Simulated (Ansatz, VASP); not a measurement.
**One calculation of Sn, two programs**

The input INCAR:

```
SYSTEM = Sn
PREC = Accurate
ENCUT = 520
EDIFF = 1E-6
ISMEAR = 1
SIGMA = 0.1
LREAL = .False.
LASPH = .True.
NELM = 80
ALGO = Normal
ISIF = 2
LWAVE = .False.
LCHARG = .False.
GGA = PS
NBANDS = 13
```

File KPOINTS:

```
Automatic mesh
0
Gamma
  11 11 11
  0 0 0
```

The input POSCAR:

```
Sn
1.0
   -1.9378673482      1.9378673482      1.9378673482
    1.9378673482     -1.9378673482      1.9378673482
    1.9378673482      1.9378673482     -1.9378673482
Sn
1
Direct
    0.0000000000      0.0000000000      0.0000000000
```

Input for Ansatz:

```yaml
crystal:
  lattice:
    - [-1.9378673481791517, 1.9378673481791517, 1.9378673481791517]
    - [1.9378673481791517, -1.9378673481791517, 1.9378673481791517]
    - [1.9378673481791517, 1.9378673481791517, -1.9378673481791517]
  atoms:
    - { symbol: Sn, position: [0.0, 0.0, 0.0] }
basis:
  ecutwfc: 500.0
kpoints:
  mp_grid:
    grid: [11, 11, 11]
hamiltonian:
  xc: pbesol
scf:
  occupations:
    method: methfessel_paxton
    width: 0.1
output:
  stress: true
```

This isn't the form of Sn at room conditions, which is tetragonal (white tin).

Alike in both runs: task single point; functional PBEsol; k mesh 11 × 11 × 11; occupations methfessel-paxton of order 1, width 0.1 eV; no spin polarisation.

|  | VASP | Ansatz |
| --- | --- | --- |
| version | VASP 6.6.1 | Ansatz 0.2.0 |
| potentials or method | VASP PAW PBE potentials, release 64 (Sn_d) | plane waves, PAW |
| plane-wave cutoff (eV) | 520 | 500 |
| valence electrons in the cell | 14 | 14 |

```csv
,VASP,Ansatz,Ansatz less VASP
pressure (GPa),-4.4,-4.3,+0.04
```

Caveats: the PAW data sets were made with another functional, which shifts forces and pressure a little (VASP).
